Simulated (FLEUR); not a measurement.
A run of FLEUR MaX-R8.1 (later development tree) is set up as follows.

Contents of inp.xml:

```xml
<?xml version="1.0" encoding="UTF-8" standalone="no"?>
<fleurInput fleurInputVersion="0.39">
   <comment>
      MgO                                                                                                 
   </comment>
   <calculationSetup>
      <cutoffs Kmax="4.97" Gmax="15.4" GmaxXC="15.4" numbands="0"/>
      <scfLoop itmax="60" minDistance="0.00001" maxIterBroyd="15" imix="Anderson" alpha="0.05" precondParam="0.0" spinf="2.0" sdNocoIR="T"/>
      <coreElectrons ctail="F" frcor="F" kcrel="0" coretail_lmax="0"/>
      <xcFunctional name="LibXC" relativisticCorrections="F">
         <LibXCName exchange="mgga_x_scan" correlation="mgga_c_scan"/>
         <AuxGGA exchange="117" correlation="130"/>
      </xcFunctional>
      <magnetism jspins="1"/>
      <soc l_soc="F" theta="0.0" phi="0.0" spav="F"/>
      <expertModes spex="0" secvar="F"/>
      <geometryOptimization l_f="F" forcealpha="1.0" forcemix="BFGS" epsdisp="0.00001" epsforce="0.00001"/>
      <ldaU l_linMix="F" mixParam="0.05" spinf="1.0"/>
   </calculationSetup>
   <cell>
      <bzIntegration valenceElectrons="16.0" mode="hist" fermiSmearingEnergy="0.00183747">
         <kPointListSelection listName="default-1"/>
         <!-- k-points included here -->
         <xi:include xmlns:xi="http://www.w3.org/2001/XInclude" href="kpts.xml"> </xi:include>
      </bzIntegration>
      <!-- symmetry operations included here -->
      <xi:include xmlns:xi="http://www.w3.org/2001/XInclude" href="sym.xml"> </xi:include>
      <bulkLattice scale="1.0">
         <bravaisMatrix>
            <row-1>    0.0000000000000000     3.9627583151077737     3.9627583151077737</row-1>
            <row-2>    3.9627583151077737     0.0000000000000000     3.9627583151077737</row-2>
            <row-3>    3.9627583151077737     3.9627583151077737     0.0000000000000000</row-3>
         </bravaisMatrix>
      </bulkLattice>
   </cell>
   <atomSpecies>
      <species name="Magnesium (Mg)" element="Mg" atomicNumber="12">
         <mtSphere radius="1.97" gridPoints="651" logIncrement="0.017"/>
         <atomicCutoffs lmax="8" lnonsphr="6"/>
         <electronConfig flipSpins="F">
            <coreConfig>(1s1/2)</coreConfig>
            <valenceConfig>(2s1/2) (2p1/2) (2p3/2) (3s1/2)</valenceConfig>
         </electronConfig>
         <energyParameters s="3" p="2" d="3" f="4"/>
         <lo type="SCLO" l="0" n="2" eDeriv="0"/>
         <lo type="HELO" l="1" n="3" eDeriv="0"/>
         <lo type="HELO" l="1" n="3" eDeriv="1"/>
         <lo type="SCLO" l="2" n="3" eDeriv="2"/>
         <lo type="SCLO" l="3" n="4" eDeriv="2"/>
      </species>
      <species name="Oxygen (O)" element="O" atomicNumber="8">
         <mtSphere radius="1.7" gridPoints="563" logIncrement="0.019"/>
         <atomicCutoffs lmax="8" lnonsphr="6"/>
         <electronConfig flipSpins="F">
            <coreConfig>(1s1/2)</coreConfig>
            <valenceConfig>(2s1/2) (2p1/2) (2p3/2)</valenceConfig>
            <stateOccupation state="(2p1/2)" spinUp="0.666667" spinDown="0.666667"/>
            <stateOccupation state="(2p3/2)" spinUp="1.333333" spinDown="1.333333"/>
         </electronConfig>
         <energyParameters s="2" p="2" d="3" f="4"/>
         <lo type="SCLO" l="0" n="2" eDeriv="2"/>
         <lo type="SCLO" l="1" n="2" eDeriv="2"/>
         <lo type="SCLO" l="2" n="3" eDeriv="2"/>
      </species>
   </atomSpecies>
   <atomGroups>
      <atomGroup species="Magnesium (Mg)">
         <relPos label="                   1">.0000000000 .0000000000 .0000000000</relPos>
         <force calculate="T" relaxXYZ="TTT"/>
      </atomGroup>
      <atomGroup species="Oxygen (O)">
         <relPos label="                   2">1.000/2.000 1.000/2.000 1.000/2.000</relPos>
         <force calculate="T" relaxXYZ="TTT"/>
      </atomGroup>
   </atomGroups>
   <output dos="F" band="F" slice="F">
      <checks vchk="F" cdinf="F"/>
      <bandDOS minEnergy="-.5*Htr" maxEnergy="0.5*Htr" sigma="0.015" storeEVData="T"/>
      <vacuumDOS vacdos="F" integ="F" star="F" nstars="0" locx1="0.0" locy1="0.0" locx2="0.0" locy2="0.0" nstm="0" tworkf="0.0"/>
      <unfoldingBand unfoldBand="F" supercellX="1" supercellY="1" supercellZ="1"/>
      <plotting iplot="0" polar="F">
         <plot TwoD="T" vec1="  1.0  0.0  0.0" vec2="  0.0  1.0  0.0" vec3="  0.0  0.0  1.0" zero="  0.0  0.0  0.0" file="plot"/>
      </plotting>
      <chargeDensitySlicing numkpt="0" minEigenval="0.0" maxEigenval="0.0" nnne="0" pallst="F"/>
      <specialOutput eonly="F"/>
      <moessbauerParams electricFieldGradient="T" isomerShift="T" coreHyperfine="T" valenceHyperfine="T"/>
      <magneticCircularDichroism mcd="F" energyLo="-10.0" energyUp="0.0"/>
   </output>
  <!-- We include the file relax.xml here to enable relaxations (see documentation) -->
  <xi:include xmlns:xi="http://www.w3.org/2001/XInclude" href="relax.xml"> <xi:fallback/> </xi:include>
</fleurInput>
```

The input crystal.txt:

```
MgO
&input cartesian=F /
0.0000000000  2.0970013927  2.0970013927
2.0970013927  0.0000000000  2.0970013927
2.0970013927  2.0970013927  0.0000000000
1.8897261246
1.0 1.0 1.0

2
12 0.0000000000  0.0000000000  0.0000000000
8 0.5000000000  0.5000000000  0.5000000000

&kpt div1=11 div2=11 div3=11 gamma=T /
```

inp.xml (bands)

```
<?xml version="1.0" encoding="UTF-8" standalone="no"?>
<fleurInput fleurInputVersion="0.39">
   <comment>
      MgO                                                                                                 
   </comment>
   <calculationSetup>
      <cutoffs Kmax="4.97" Gmax="15.4" GmaxXC="15.4" numbands="0"/>
      <scfLoop itmax="60" minDistance="0.00001" maxIterBroyd="15" imix="Anderson" alpha="0.05" precondParam="0.0" spinf="2.0" sdNocoIR="T"/>
      <coreElectrons ctail="F" frcor="F" kcrel="0" coretail_lmax="0"/>
      <xcFunctional name="LibXC" relativisticCorrections="F">
         <LibXCName exchange="mgga_x_scan" correlation="mgga_c_scan"/>
         <AuxGGA exchange="117" correlation="130"/>
      </xcFunctional>
      <magnetism jspins="1"/>
      <soc l_soc="F" theta="0.0" phi="0.0" spav="F"/>
      <expertModes spex="0" secvar="F"/>
      <geometryOptimization l_f="F" forcealpha="1.0" forcemix="BFGS" epsdisp="0.00001" epsforce="0.00001"/>
      <ldaU l_linMix="F" mixParam="0.05" spinf="1.0"/>
   </calculationSetup>
   <cell>
      <bzIntegration valenceElectrons="16.0" mode="hist" fermiSmearingEnergy="0.00183747">
         <kPointListSelection listName="path-1"/>
         <!-- k-points included here -->
         <xi:include xmlns:xi="http://www.w3.org/2001/XInclude" href="kpts.xml"> </xi:include>
      </bzIntegration>
      <!-- symmetry operations included here -->
      <xi:include xmlns:xi="http://www.w3.org/2001/XInclude" href="sym.xml"> </xi:include>
      <bulkLattice scale="1.0">
         <bravaisMatrix>
            <row-1>    0.0000000000000000     3.9627583151077737     3.9627583151077737</row-1>
            <row-2>    3.9627583151077737     0.0000000000000000     3.9627583151077737</row-2>
            <row-3>    3.9627583151077737     3.9627583151077737     0.0000000000000000</row-3>
         </bravaisMatrix>
      </bulkLattice>
   </cell>
   <atomSpecies>
      <species name="Magnesium (Mg)" element="Mg" atomicNumber="12">
         <mtSphere radius="1.97" gridPoints="651" logIncrement="0.017"/>
         <atomicCutoffs lmax="8" lnonsphr="6"/>
         <electronConfig flipSpins="F">
            <coreConfig>(1s1/2)</coreConfig>
            <valenceConfig>(2s1/2) (2p1/2) (2p3/2) (3s1/2)</valenceConfig>
         </electronConfig>
         <energyParameters s="3" p="2" d="3" f="4"/>
         <lo type="SCLO" l="0" n="2" eDeriv="0"/>
         <lo type="HELO" l="1" n="3" eDeriv="0"/>
         <lo type="HELO" l="1" n="3" eDeriv="1"/>
         <lo type="SCLO" l="2" n="3" eDeriv="2"/>
         <lo type="SCLO" l="3" n="4" eDeriv="2"/>
      </species>
      <species name="Oxygen (O)" element="O" atomicNumber="8">
         <mtSphere radius="1.7" gridPoints="563" logIncrement="0.019"/>
         <atomicCutoffs lmax="8" lnonsphr="6"/>
         <electronConfig flipSpins="F">
            <coreConfig>(1s1/2)</coreConfig>
            <valenceConfig>(2s1/2) (2p1/2) (2p3/2)</valenceConfig>
            <stateOccupation state="(2p1/2)" spinUp="0.666667" spinDown="0.666667"/>
            <stateOccupation state="(2p3/2)" spinUp="1.333333" spinDown="1.333333"/>
         </electronConfig>
         <energyParameters s="2" p="2" d="3" f="4"/>
         <lo type="SCLO" l="0" n="2" eDeriv="2"/>
         <lo type="SCLO" l="1" n="2" eDeriv="2"/>
         <lo type="SCLO" l="2" n="3" eDeriv="2"/>
      </species>
   </atomSpecies>
   <atomGroups>
      <atomGroup species="Magnesium (Mg)">
         <relPos label="                   1">.0000000000 .0000000000 .0000000000</relPos>
         <force calculate="T" relaxXYZ="TTT"/>
      </atomGroup>
      <atomGroup species="Oxygen (O)">
         <relPos label="                   2">1.000/2.000 1.000/2.000 1.000/2.000</relPos>
         <force calculate="T" relaxXYZ="TTT"/>
      </atomGroup>
   </atomGroups>
   <output dos="F" band="T" slice="F">
      <checks vchk="F" cdinf="F"/>
      <bandDOS minEnergy="-.5*Htr" maxEnergy="0.5*Htr" sigma="0.015" storeEVData="T"/>
      <vacuumDOS vacdos="F" integ="F" star="F" nstars="0" locx1="0.0" locy1="0.0" locx2="0.0" locy2="0.0" nstm="0" tworkf="0.0"/>
      <unfoldingBand unfoldBand="F" supercellX="1" supercellY="1" supercellZ="1"/>
      <plotting iplot="0" polar="F">
         <plot TwoD="T" vec1="  1.0  0.0  0.0" vec2="  0.0  1.0  0.0" vec3="  0.0  0.0  1.0" zero="  0.0  0.0  0.0" file="plot"/>
      </plotting>
      <chargeDensitySlicing numkpt="0" minEigenval="0.0" maxEigenval="0.0" nnne="0" pallst="F"/>
      <specialOutput eonly="F"/>
      <moessbauerParams electricFieldGradient="T" isomerShift="T" coreHyperfine="T" valenceHyperfine="T"/>
      <magneticCircularDichroism mcd="F" energyLo="-10.0" energyUp="0.0"/>
   </output>
  <!-- We include the file relax.xml here to enable relaxations (see documentation) -->
  <xi:include xmlns:xi="http://www.w3.org/2001/XInclude" href="relax.xml"> <xi:fallback/> </xi:include>
</fleurInput>
```

Potentials or basis: all-electron, FLAPW.

Run with:

```console
$ inpgen -f crystal.txt -profile fastHighL
$ # inp.xml edited to the form shown
$ fleur_MPI
$ fleur_MPI   # second run, on inp.xml (bands)
```

Question: Predict the band gap on the k mesh.

Answer: 5.62 eV, direct.

Question: Estimate the band gap along the path.

Answer: 5.62 eV, direct.

Core levels (eV from the Fermi level):
```
atom         levels
1 Mg  1s1/2 -1251.6
 2 O   1s1/2 -502.8
```

Caveat: the meta-GGA is that of a development version, with a GGA for the radial functions and cores and without core tails.

**The experiment to reproduce.**

“Electronic structure of alkaline earth and post-transition metal oxides”, 2009, arxiv:0908.1581 quotes, for a bulk crystal of MgO: band gap 7.83 eV.

Measured gap of MgO: 7.83 eV (quoted in “Electronic structure of alkaline earth and post-transition metal oxides”, 2009, arxiv:0908.1581). This calculation gives 5.62 eV (-2.21 eV). The value is that of SCAN, without temperature or zero-point motion. The cell is a database's relaxed one, not the measured one, which moves gaps too.
